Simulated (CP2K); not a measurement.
The system is C.

```
C
1.0
     2.52210    0.00000    0.00000
    -1.26105    2.18420    0.00000
     0.00000    0.00000   12.35570
C
12
Direct
  0.66667 0.33333 0.35417
  0.33333 0.66667 0.85417
  0.66667 0.33333 0.14583
  0.33333 0.66667 0.64583
  0.66667 0.33333 0.47917
  0.33333 0.66667 0.97917
  0.66667 0.33333 0.02083
  0.33333 0.66667 0.52083
  0.00000 0.00000 0.81250
  0.00000 0.00000 0.31250
  0.00000 0.00000 0.68750
  0.00000 0.00000 0.18750
```

This is a hexagonal form of diamond, not graphite.

Program: CP2K 2026.2. Alike in all runs: task band structure; potentials or basis POTENTIAL_UZH C GTH-PBE-q4; DZVP-MOLOPT-PBE-GTH basis; no spin polarisation; cell as given; k mesh 9 × 9 × 2; smearing fermi-dirac 0.05 eV.

Problem. Order these runs on this cell by their pressure, lowest first.
A. level TASK
B. level PBE
C. level WC

Solution. C (1.2 GPa), B (4.1 GPa), A (10.3 GPa).

Caveats: the basis of atomic orbitals isn't converged, which shifts pressures, moduli and gaps; the potentials were made for another functional, which shifts forces and pressure (some runs).
